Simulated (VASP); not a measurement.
# Ag (Fm-3m) in VASP: further runs

The runs below take Ag through optical spectrum, with PBE.

All numbers are computed with VASP 6.6.1; they aren't measurements. Logs are shortened: lines on timing, memory, paths and dates and some standing lists are left out, and cuts for length are marked.

## Step 1: The crystal as given

Symmetry: Fm-3m, No. 225, cubic system. The conventional cell has a = 4.086 Å, b = 4.086 Å, c = 4.086 Å, α = 90.00°, β = 90.00°, γ = 90.00°. Ag (site symmetry m-3m) is surrounded by 12 Ag at 2.89 Å.

## Step 2: Optical spectrum, PBE

INCAR reads:

```
SYSTEM = Ag
ALGO = Fast ; CSHIFT = 0.05
EDIFF = 1E-7 ; ENCUT = 520
GGA = PE ; ISIF = 2
ISMEAR = -1 ; LASPH = .TRUE.
LCHARG = .FALSE. ; LOPTICS = .TRUE.
LREAL = .FALSE. ; LWAVE = .FALSE.
NBANDS = 30 ; NEDOS = 1000
NELM = 80 ; PREC = Accurate
SIGMA = 0.05
```

KPOINTS reads:

```
k-points
0
G
  12 12 12
  0 0 0
```

POSCAR reads:

```
Ag
1.0
    0.0000000000      2.0430000000      2.0430000000
    2.0430000000      0.0000000000      2.0430000000
    2.0430000000      2.0430000000      0.0000000000
Ag
1
Direct
    0.0000000000      0.0000000000      0.0000000000
```

Potentials or basis: VASP PAW PBE potentials, release 64 (Ag).

Launch:

```sh
cat potpaw_PBE.64/Ag/POTCAR > POTCAR
mpirun -np 1 vasp_std > vasp.out
```

OUTCAR:

```text
SYSTEM = Ag
   EDIFF = 1E-7
   ENCUT = 520
   GGA = PE
   ISIF = 2
   ISMEAR = -1
   LASPH = .TRUE.
   LREAL = .FALSE.
   NELM = 80
   PREC = Accurate

 ion  position               nearest neighbor table
   1  0.000  0.000  0.000-

  LATTYP: Found a face centered cubic cell.
 ALAT       =     4.0860000000

  Lattice vectors:

 A1 = (   0.0000000000,   2.0430000000,   2.0430000000)
 A2 = (   2.0430000000,   0.0000000000,   2.0430000000)
 A3 = (   2.0430000000,   2.0430000000,   0.0000000000)

Analysis of symmetry for initial positions (statically):
=====================================================================
 Subroutine PRICEL returns:
 Original cell was already a primitive cell.

 Routine SETGRP: Setting up the symmetry group for a
 face centered cubic supercell.

 Subroutine GETGRP returns: Found 48 space group operations
 (whereof 48 operations were pure point group operations)
 out of a pool of 48 trial point group operations.

The static configuration has the point symmetry O_h .

Analysis of symmetry for dynamics (positions and initial velocities):
=====================================================================
 Subroutine PRICEL returns:
 Original cell was already a primitive cell.

 Routine SETGRP: Setting up the symmetry group for a
 face centered cubic supercell.

 Subroutine GETGRP returns: Found 48 space group operations
 (whereof 48 operations were pure point group operations)
 out of a pool of 48 trial point group operations.

The dynamic configuration has the point symmetry O_h .

 Subroutine INISYM returns: Found 48 space group operations
 (whereof 48 operations are pure point group operations),
 and found     1 'primitive' translations

----------------------------------------------------------------------------------------

                                     Primitive cell

  volume of cell :      17.0543

  direct lattice vectors                    reciprocal lattice vectors
     0.000000000  2.043000000  2.043000000    -0.244738130  0.244738130  0.244738130
     2.043000000  0.000000000  2.043000000     0.244738130 -0.244738130  0.244738130
     2.043000000  2.043000000  0.000000000     0.244738130  0.244738130 -0.244738130

  length of vectors
     2.889238308  2.889238308  2.889238308     0.423898876  0.423898876  0.423898876

  position of ions in fractional coordinates (direct lattice)
     0.000000000  0.000000000  0.000000000

  ion indices of the primitive-cell ions
   primitive index   ion index
                 1           1

----------------------------------------------------------------------------------------

 KPOINTS: k-points

Automatic generation of k-mesh.
 Grid dimensions read from file:
 generate k-points for:   12   12   12

 Generating k-lattice:

  Cartesian coordinates                     Fractional coordinates (reciprocal lattice)
    -0.020394844  0.020394844  0.020394844     0.083333333  0.000000000  0.000000000
     0.020394844 -0.020394844  0.020394844     0.000000000  0.083333333  0.000000000
[... 73 lines left out ...]
   ISMEAR =    -1;   SIGMA  =   0.05  broadening in eV -4-tet -1-fermi 0-gaus
   EFERMI_NEDOS =   21; number of points for ismear=-14 and -15
   IALGO  =     68    algorithm
   IMIX   =      4    mixing-type and parameters
     AMIX     =   0.40;   BMIX     =  1.00
     AMIX_MAG =   1.60;   BMIX_MAG =  1.00
  volume/ion in A,a.u.               =      17.05       115.09
  Fermi-wavevector in a.u.,A,eV,Ry     =   1.414471  2.672962 27.221557  2.000728
  Thomas-Fermi vector in A             =   2.536010
   LORBIT       =      0    0 simple, 1 ext, 2 COOP (PROOUT), +10 PAW based schemes
   GGA     = PE    functional components
   LHFCALC =     F    Hartree Fock is set to
   AEXX    =    0.0000 exact exchange contribution
   IVDW    =     0    specifies the selected vdW correction
   LEPSILON=     F    determine dielectric tensor
   LRPA    =     F    only Hartree local field effects (RPA)
 non-spin polarized calculation
 RMM-DIIS sequential band-by-band and
  energy-cutoff  :      520.00
  volume of cell :       17.05
 maximum number of plane-waves:       477
 NGX is ok and might be reduce to    24
   NGX = 11   NGY = 11   NGZ = 11

 number of electron      10.9999999 magnetization

 Free energy of the ion-electron system (eV)
  ---------------------------------------------------
  ext. energy  EPLUGINS =         0.00000000
  ---------------------------------------------------
  free energy    TOTEN  =        -2.70330060 eV

  energy without entropy =       -2.70050624  energy(sigma->0) =       -2.70190342

 E-fermi :   8.3728     XC(G=0): -12.2080

 val. band max:        8.2331354847   @ k =   0.5000   0.3333   0.1667
 cond. band min:       8.4129796861   @ k =   0.5000   0.0833   0.0000
 fundamental gap:      0.1798442013
 Fermi energy:         8.3728163519

 k-point     1 :       0.0000    0.0000    0.0000
  band No.  band energies     occupation
      1       0.6610      2.00000
      2       3.6243      2.00000
      3       3.6243      2.00000
      4       3.6243      2.00000
      5       4.6584      2.00000
      6       4.6584      2.00000
[... 457 lines left out ...]
      4       4.4354      2.00000
      5       5.3170      2.00000
      6       9.5942      0.00000
[... 9 lines left out ...]
     16      41.5556      0.00000
     17      46.2116      0.00000

 [... further k-points ...]

 [bands above 17 left out]

------------------------ aborting loop because EDIFF is reached ----------------------------------------

  FORCE on cell =-STRESS in cart. coord.  units (eV):
  Direction    XX          YY          ZZ          XY          YZ          ZX
  --------------------------------------------------------------------------------------
  -------------------------------------------------------------------------------------
  Total        0.4975885      0.4975885      0.4975885     -0.0000000     -0.0000000      0.0000000
  in kB       46.7461438     46.7461438     46.7461438     -0.0000000     -0.0000000      0.0000000
  external PRESSURE =      46.7461438 kB  Pullay stress =       0.0000000 kB

 VOLUME and BASIS-vectors are now :
 -----------------------------------------------------------------------------
  energy-cutoff  :      520.00
  volume of cell :       17.05
      direct lattice vectors                 reciprocal lattice vectors
     0.000000000  2.043000000  2.043000000    -0.244738130  0.244738130  0.244738130
     2.043000000  0.000000000  2.043000000     0.244738130 -0.244738130  0.244738130
     2.043000000  2.043000000  0.000000000     0.244738130  0.244738130 -0.244738130

 POSITION                                       TOTAL-FORCE (eV/Angst)
 -----------------------------------------------------------------------------------
      0.00000      0.00000      0.00000         0.000000      0.000000      0.000000
 -----------------------------------------------------------------------------------
    total drift:                               -0.000000      0.000000     -0.000000

  FREE ENERGIE OF THE ION-ELECTRON SYSTEM (eV)
  ---------------------------------------------------
  free  energy   TOTEN  =        -2.7033006023 eV

  energy  without entropy=       -2.7005062379  energy(sigma->0) =       -2.70190342

 electrical conductivity sigma (Mega S m-1) (frequency dependency in vasprun.xml)
  --------------------------------------------------------------------------------------
       0.199      -0.000      -0.000
      -0.000       0.199       0.000
      -0.000       0.000       0.199

  frequency dependent IMAGINARY DIELECTRIC FUNCTION (independent particle, no local field effects) density-density
     E(ev)      X         Y         Z        XY        YZ        ZX
  --------------------------------------------------------------------------------------------------------------
     0.00000    -0.00000    -0.00000    -0.00000     0.00000     0.00000     0.00000
     0.91380     0.00000     0.00000     0.00000    -0.00000     0.00000    -0.00000
     1.82761     0.00000     0.00000     0.00000    -0.00000     0.00000    -0.00000
     2.74141     0.27221     0.27221     0.27221     0.00000     0.00000    -0.00000
     3.65521     3.18702     3.18702     3.18702    -0.00000    -0.00000     0.00000
     4.56902     4.85604     4.85604     4.85604     0.00000     0.00000    -0.00000
[... 92 lines left out ...]
    89.55273     0.00000     0.00000     0.00000    -0.00000     0.00000    -0.00000
    90.46653     0.00000     0.00000     0.00000    -0.00000     0.00000    -0.00000

  frequency dependent      REAL DIELECTRIC FUNCTION (independent particle, no local field effects) density-density
     E(ev)        X           Y           Z          XY          YZ          ZX
  --------------------------------------------------------------------------------------------------------------
     0.00000     4.99436     4.99436     4.99436    -0.00000     0.00000    -0.00000
     0.91380     5.12923     5.12923     5.12923     0.00000     0.00000    -0.00000
     1.82761     5.66916     5.66916     5.66916     0.00000    -0.00000    -0.00000
     2.74141     8.36932     8.36932     8.36932    -0.00000    -0.00000    -0.00000
     3.65521     6.40604     6.40604     6.40604     0.00000     0.00000    -0.00000
     4.56902     3.32873     3.32873     3.32873    -0.00000     0.00000    -0.00000
[... 92 lines left out ...]
    89.55273     0.84989     0.84989     0.84989     0.00000     0.00000    -0.00000
    90.46653     0.85401     0.85401     0.85401     0.00000     0.00000    -0.00000

  frequency dependent IMAGINARY DIELECTRIC FUNCTION (independent particle, no local field effects) current-current
     E(ev)      X         Y         Z        XY        YZ        ZX
  --------------------------------------------------------------------------------------------------------------
     0.00000     0.00000     0.00000     0.00000     0.00000     0.00000    -0.00000
     0.91380     0.00000     0.00000     0.00000     0.00000     0.00000    -0.00000
     1.82761     0.00000     0.00000     0.00000    -0.00000    -0.00000     0.00000
     2.74141     0.31570     0.31570     0.31570     0.00000     0.00000    -0.00000
     3.65521     3.23224     3.23224     3.23224    -0.00000    -0.00000     0.00000
     4.56902     4.86848     4.86848     4.86848     0.00000     0.00000     0.00000
[... 92 lines left out ...]
    89.55273     0.00000     0.00000     0.00000     0.00000     0.00000    -0.00000
    90.46653     0.00000     0.00000     0.00000     0.00000     0.00000    -0.00000

  frequency dependent      REAL DIELECTRIC FUNCTION (independent particle, no local field effects) current-current
     E(ev)        X           Y           Z          XY          YZ          ZX
  --------------------------------------------------------------------------------------------------------------
     0.00000     5.00055     5.00055     5.00055     0.00000    -0.00000     0.00000
     0.91380     5.13471     5.13471     5.13471     0.00000    -0.00000     0.00000
     1.82761     5.67756     5.67756     5.67756     0.00000    -0.00000     0.00000
     2.74141     8.39009     8.39009     8.39009     0.00000    -0.00000     0.00000
     3.65521     6.32362     6.32362     6.32362    -0.00000     0.00000    -0.00000
     4.56902     3.21840     3.21840     3.21840     0.00000     0.00000    -0.00000
[... 92 lines left out ...]
    89.55273     0.84988     0.84988     0.84988     0.00000     0.00000     0.00000
    90.46653     0.85401     0.85401     0.85401     0.00000     0.00000     0.00000
```

Run time: 13 s. Hardware: 1 thread of Intel Xeon 6975P-C (Granite Rapids), shared host; peak memory 0.17 GiB.

What came out:

* Free energy: -2.7033 eV
* Pressure: 4.7 GPa
* Band gap on the k mesh: none (metal or under the smearing width)

Dielectric function (mean over the directions given):
| energy (eV) | real part | imaginary part |
| --- | --- | --- |
| 0.27 | 5.01 | 0.00 |
| 0.91 | 5.13 | 0.00 |
| 1.55 | 5.44 | 0.00 |
| 2.28 | 6.34 | 0.00 |
| 2.92 | 8.98 | 4.02 |
| 3.66 | 6.41 | 3.19 |
| 4.29 | 3.27 | 5.45 |
| 4.93 | 2.98 | 6.58 |
| 5.67 | 1.08 | 3.40 |
| 6.31 | 2.28 | 1.56 |
| 7.04 | 2.24 | 2.31 |
| 7.68 | 1.63 | 1.54 |
| 8.32 | 2.29 | 1.82 |
| 9.05 | 1.67 | 1.85 |
| 9.69 | 1.78 | 2.08 |
| 10.42 | 1.66 | 1.54 |
| 11.06 | 1.97 | 1.59 |
| 11.79 | 1.40 | 1.04 |
| 12.43 | 2.08 | 0.81 |
| 13.07 | 2.21 | 2.30 |
| 13.80 | 1.58 | 2.14 |
| 14.44 | 1.22 | 2.25 |
| 15.17 | 0.82 | 1.11 |
| 15.81 | 1.05 | 1.97 |
| 16.45 | 1.10 | 1.92 |
| 17.18 | 1.25 | 1.93 |
| 17.82 | 1.14 | 0.77 |
| 18.55 | 0.81 | 1.76 |
| 19.19 | 1.55 | 1.12 |
| 19.92 | 1.61 | 2.08 |

Caveat: spectra need much finer meshes, so this one isn't converged; independent-particle spectra lack excitons; the intraband (Drude) part of a metal's response may be missing.

## Step 3: Optical spectrum, PBE

INCAR is that of step 2.

KPOINTS reads:

```
k-points
0
G
  20 20 20
  0 0 0
```

POSCAR is that of step 2.

Potentials or basis: VASP PAW PBE potentials, release 64 (Ag).

Launch:

```sh
cat potpaw_PBE.64/Ag/POTCAR > POTCAR
mpirun -np 1 vasp_std > vasp.out
```

OUTCAR:

```text
SYSTEM = Ag
   EDIFF = 1E-7
   ENCUT = 520
   GGA = PE
   ISIF = 2
   ISMEAR = -1
   LASPH = .TRUE.
   LREAL = .FALSE.
   NELM = 80
   PREC = Accurate

 ion  position               nearest neighbor table
[... 822 lines left out ...]
     1.82761     5.41925     5.41925     5.41925    -0.00000    -0.00000     0.00000
     2.74141     7.14098     7.14098     7.14098    -0.00000    -0.00000     0.00000
     3.65521     6.69330     6.69330     6.69330    -0.00000     0.00000     0.00000
     4.56902     3.25934     3.25934     3.25934     0.00000     0.00000    -0.00000
[... 92 lines left out ...]
    89.55275     0.85029     0.85029     0.85029    -0.00000    -0.00000     0.00000
    90.46656     0.85440     0.85440     0.85440    -0.00000    -0.00000     0.00000

  frequency dependent IMAGINARY DIELECTRIC FUNCTION (independent particle, no local field effects) current-current
     E(ev)      X         Y         Z        XY        YZ        ZX
  --------------------------------------------------------------------------------------------------------------
     0.00000     0.00000     0.00000     0.00000    -0.00000    -0.00000     0.00000
     0.91380     0.00000     0.00000     0.00000     0.00000    -0.00000    -0.00000
     1.82761     0.00000     0.00000     0.00000     0.00000     0.00000    -0.00000
     2.74141     0.11550     0.11550     0.11550     0.00000     0.00000    -0.00000
     3.65521     4.61886     4.61886     4.61886    -0.00000     0.00000     0.00000
     4.56902     5.97816     5.97816     5.97816    -0.00000     0.00000    -0.00000
[... 92 lines left out ...]
    89.55275     0.00000     0.00000     0.00000    -0.00000    -0.00000     0.00000
    90.46656     0.00000     0.00000     0.00000    -0.00000    -0.00000     0.00000

  frequency dependent      REAL DIELECTRIC FUNCTION (independent particle, no local field effects) current-current
     E(ev)        X           Y           Z          XY          YZ          ZX
  --------------------------------------------------------------------------------------------------------------
     0.00000     4.85607     4.85607     4.85607    -0.00000    -0.00000     0.00000
     0.91380     4.97267     4.97267     4.97267    -0.00000    -0.00000     0.00000
     1.82761     5.42607     5.42607     5.42607    -0.00000    -0.00000     0.00000
     2.74141     7.15765     7.15765     7.15765     0.00000    -0.00000     0.00000
     3.65521     6.55401     6.55401     6.55401    -0.00000    -0.00000    -0.00000
     4.56902     3.10645     3.10645     3.10645     0.00000     0.00000    -0.00000
[... 92 lines left out ...]
    89.55275     0.85029     0.85029     0.85029    -0.00000     0.00000     0.00000
    90.46656     0.85440     0.85440     0.85440    -0.00000     0.00000     0.00000
```

It took 43 s on 1 thread of Intel Xeon 6975P-C (Granite Rapids), shared host; peak memory 0.27 GiB.

What came out:

| Property | Result |
| --- | --- |
| Free energy | -2.7105 eV |
| Pressure | 4.5 GPa |
| Band gap on the k mesh | none (metal or under the smearing width) |

Levels at points of the mesh, in eV from the Fermi level:
```csv
k point,band 3,band 4,band 5,band 6,band 7,band 8,band 9,band 10
"(0.00, 0.00, 0.00)",-4.81,-4.81,-3.78,-3.78,16.02,19.59,19.59,19.59
"(0.50, 0.00, 0.00)",-4.83,-2.98,-2.98,-0.40,3.60,15.25,17.87,17.87
"(0.50, 0.50, 0.00)",-3.02,-2.78,-2.78,1.60,6.73,10.66,10.66,17.17
```

Dielectric function (mean over the directions given):
```
energy (eV)  real part  imaginary part
       0.27       4.86            0.00
       0.73       4.92            0.00
       1.28       5.09            0.00
       1.74       5.35            0.00
       2.28       5.93            0.00
       2.74       7.14            0.10
       3.29       7.55            3.71
       3.75       6.48            5.11
       4.29       4.30            5.88
       4.75       2.09            4.59
       5.30       1.75            3.25
       5.76       1.20            3.98
       6.31       1.66            2.18
       6.76       1.39            2.34
       7.31       1.71            1.55
       7.77       1.96            2.18
       8.32       2.20            2.50
       8.77       2.04            1.84
       9.32       2.04            2.00
       9.78       1.99            1.88
      10.33       1.71            1.89
      10.78       2.02            1.59
      11.33       1.59            1.80
      11.79       1.79            1.62
      12.34       2.10            1.92
      12.79       1.73            1.98
      13.34       1.65            2.45
      13.80       1.34            2.01
      14.35       1.27            1.91
      14.80       0.93            1.66
      15.35       1.20            1.95
      15.81       1.06            1.24
      16.36       1.00            1.68
      16.81       1.05            1.39
      17.36       1.06            1.49
      17.82       1.14            1.20
      18.37       1.20            1.18
      18.82       1.22            1.11
      19.37       1.45            1.17
      19.92       1.67            1.68
```

Caveat: independent-particle spectra lack excitons; the intraband (Drude) part of a metal's response may be missing.

[end of part 1 of 2]
